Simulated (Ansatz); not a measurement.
G0W0 rungs for BN (P6_3/mmc).

It takes space group P6_3/mmc (No. 194, hexagonal). The conventional cell has a = 2.504 Å, b = 2.504 Å, c = 6.661 Å, α = 90.00°, β = 90.00°, γ = 120.00°. Nearest to B lie 3 N at 1.45 Å. Nearest to N lie 3 B at 1.45 Å. Farther neighbours and most contacts between anions are not listed.

```cif
data_structure
_symmetry_space_group_name_H-M 'P 1'
_symmetry_Int_Tables_number 1
_cell_length_a 2.5040
_cell_length_b 2.5040
_cell_length_c 6.6612
_cell_angle_alpha 90.000
_cell_angle_beta 90.000
_cell_angle_gamma 120.000
_cell_volume 36.17
loop_
_atom_site_label
_atom_site_type_symbol
_atom_site_fract_x
_atom_site_fract_y
_atom_site_fract_z
_atom_site_occupancy
B1 B 0.33333 0.66667 0.25000 1
B2 B 0.66667 0.33333 0.75000 1
N3 N 0.33333 0.66667 0.75000 1
N4 N 0.66667 0.33333 0.25000 1
```

The cell and positions come from the Crystallography Open Database and are kept as given unless a step says otherwise.

Runs so far (Ansatz 0.2.0, start PBE, PAW set soft_1 files, 9×9×2 mesh). Times are wall times on 1 × NVIDIA H100 80GB HBM3 (shared by 6 runs) with 3 threads of AMD EPYC 7R13 (Zen 3), shared host, good to a factor of about two.

```
bands summed  cutoff (eV)  gap on the mesh (eV)  time
          37           50                 5.833  16 s
          90          100                 5.853  26 s
         158          150                 5.968  22 s
         276          220                 6.070  25 s
```

Question: What should the next rung give, with 434 bands and screening to 300 eV, and where is the limit?

The error falls about as one over the bands when the cutoff rises with them. A line through the two highest rungs given predicts 6.120 eV; the run gave 6.122 eV, close to it. The two highest rungs put the limit near 6.212 eV, the pair below near 6.207 eV; their difference is a rough measure of what is unsettled in bands and cutoff; the mesh is a separate error.

The 9×9×2 mesh misses a band edge: on 12×12×4 the PBE gap is 4.28 eV, so these values are not the fundamental gap, which lies some 0.12 eV lower. Limits: not at the basis limit; coarse k mesh.

[Paths, hosts, dates, memory and timing lines, banners, echoed tables and standing remarks are left out of the program output.]

[Logs are printed without paths, hosts, clocks, repeated set-up lines and the standing remarks that a program may print on its own settings, such as how far it seeks lower states.]

[Runs of the session that timed out or met a known fault of the program may be left out.]

[Cells called generated may have been cut or substituted from an entry of the Crystallography Open Database or the Materials Project.]

[Hosts, paths, dates, database ids (printed as entryN), source tags and the programs' standing remarks are cut or masked in the printed files.]
